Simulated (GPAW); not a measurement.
Runs of GPAW 26.7.0 on MgB2. Symmetry: P6/mmm, No. 191, hexagonal system. The conventional cell has a = 3.085 Å, b = 3.085 Å, c = 3.523 Å, α = 90.00°, β = 90.00°, γ = 120.00°. Mg (site symmetry 6/mmm) is surrounded by 12 B at 2.51 Å. B (site symmetry -6m2) is surrounded by 3 B at 1.78 Å. 

```csv
task,level,potentials or basis,cell,k mesh,cutoff (eV),optimizer,fmax,max steps,data set,band path,mesh quality,gap on the mesh (eV),pressure (GPa),V0 of scaled cells (Å³/atom),relaxed volume (Å³/atom),B0 (GPa)
equation of state,LDA,"PAW data sets generated in the run's folder for this functional, pw",as given,7 × 7 × 5,800,-,-,-,-,-,not flagged,-,-,9.20,-,165
relaxation of cell and atoms,SOGGA,"PAW data sets generated in the run's folder for this functional, pw",relaxed,7 × 7 × 5,800,BFGS,0.02 eV/Å,40,-,-,not flagged,none,-0.1,-,(a),-
relaxation of cell and atoms,PBEsol+D3(BJ)+ATM,"PAW data sets generated in the run's folder for this functional, pw",relaxed,7 × 7 × 6,800,BFGS,0.02 eV/Å,60,-,-,not flagged,none,-0.1,-,(d),-
equation of state,PBE,"GPAW PAW data sets (gpaw-data 1.2.1), other valence, pw",as given,7 × 7 × 5,800,-,-,-,Mg 2,-,not flagged,-,-,9.64,-,154
relaxation of cell and atoms,RPBE,"the program's PAW data sets (release 1.2.1) made for this functional, pw",relaxed,10 × 10 × 8,800,BFGS,0.01 eV/Å,60,-,-,not flagged,none,-0.1,-,9.83,-
band structure,AM05,"PAW data sets generated in the run's folder for this functional, pw",as given,7 × 7 × 5,800,-,-,-,-,"GMKGALHA,LM,KH",not flagged,-,-3.6,-,-,-
relaxation of cell and atoms,LDA,"the program's PAW data sets (release 1.2.1) made for this functional, pw",relaxed,10 × 10 × 8,800,BFGS,0.02 eV/Å,40,-,-,not flagged,none,-0.3,-,9.19,-
relaxation of cell and atoms,PBE+D4,"GPAW PAW data sets (gpaw-data 1.2.1), pw",relaxed,10 × 10 × 8,800,BFGS,0.05 eV/Å,40,-,-,not flagged,none,-0.3,-,(c),-
relaxation of cell and atoms,BLYP,"PAW data sets generated in the run's folder for this functional, pw",relaxed,10 × 10 × 8,800,FIRE,0.02 eV/Å,60,-,-,not flagged,none,-0.1,-,9.74,-
equation of state,PBE,"GPAW PAW data sets (gpaw-data 1.2.1), pw",as given,10 × 10 × 8,800,-,-,-,-,-,not flagged,-,-,9.62,-,(b)
one-shot levels on a semilocal density,LDA,"the program's PAW data sets (release 1.2.1) made for this functional, pw",as given,6 × 6 × 5,600,-,-,-,-,-,coarse,none,-7.5,-,-,-
relaxation of cell and atoms,OLYP,"PAW data sets generated in the run's folder for this functional, pw",relaxed,7 × 7 × 5,800,FIRE,0.05 eV/Å,100,-,-,not flagged,none,-0.4,-,9.68,-
```

Alike in all rows: no spin polarisation; smearing fermi-dirac 0.05 eV.

Task: Estimate the missing entries.

Result: (a) 9.45; (b) 153; (c) 9.35; (d) 9.28.

Caveats: some runs use coarse meshes; later steps reuse the first step's grids (some runs); the cell was scaled at fixed shape and fractional positions, which overstates the stiffness of a crystal with free parameters, most of all of layers and chains (some runs); pairwise dispersion overbinds metals, which lowers pressure and volume (some runs); the cutoff is short for stress and forces, so pressures can be off by a GPa or more (some runs); one-shot exact exchange on a metal's smeared states is rough (some runs).

A k mesh can miss the band edges.

A gap of «none» marks a metal or a gap under the smearing width.

Not every run made on this cell is shown here.
